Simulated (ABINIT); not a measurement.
Write the native input for ABINIT 10.8.3 (patched build) that does the following.

```yaml
Task: single point
Functional: PBE
Potentials_or_basis: JTH PAW PBE v2.0
Cutoff: 517 eV
k_mesh: 8 × 8 × 7
Occupations: fermi-dirac, width 0.05 eV
Spin: no spin polarisation
Fine-grid_cutoff: 1034.03 eV
Exchange_and_correlation_inside_the_PAW_spheres: full angular mesh (pawxcdev 0, this build's default; the released program takes 1)
```

The system is WC (Qusongite).

```
W C
1.0
     2.90650    0.00000    0.00000
    -1.45325    2.51710    0.00000
     0.00000    0.00000    2.83660
W C
1 1
Direct
  0.00000 0.00000 0.00000
  0.66667 0.33333 0.50000
```

One way to write it, as run:

run.abi

```
pp_dirpath "./"
pseudos "W.GGA_PBE-JTH.xml, C.GGA_PBE-JTH.xml"

acell 2.9065 2.9065 2.8366 Angstrom
rprim
     1.0000000000     0.0000000000     0.0000000000
    -0.5000000000     0.8660254038     0.0000000000
     0.0000000000     0.0000000000     1.0000000000
ntypat 2
znucl 74 6
natom 2
typat 1 2
xred
     0.0000000000     0.0000000000     0.0000000000
     0.6666666667     0.3333333333     0.5000000000

ecut 517.016339 eV
pawecutdg 38.0

kptopt 1
ngkpt 8 8 7
nshiftk 1
shiftk 0.0 0.0 0.0

ixc 11

nband 13
occopt 3
tsmear 0.00183747

nstep 100
tolvrs 1.0e-9

iomode 3
prtwf 0
prtden 0
prteig 0
prtebands 0
enunit 2
```

Potentials or basis: JTH PAW PBE v2.0.

The run is started by

```sh
$ abinit run.abi > log 2>&1
```

Results of the run:

The pressure is 6.2 GPa. The band gap on the k mesh is none (metal or under the smearing width) and the valence electrons inside the program's atomic spheres are W 11.87; C 2.48.

Run time: 15 s on 1 thread of Arm Neoverse V1 (shared host), peak memory 0.11 GiB.
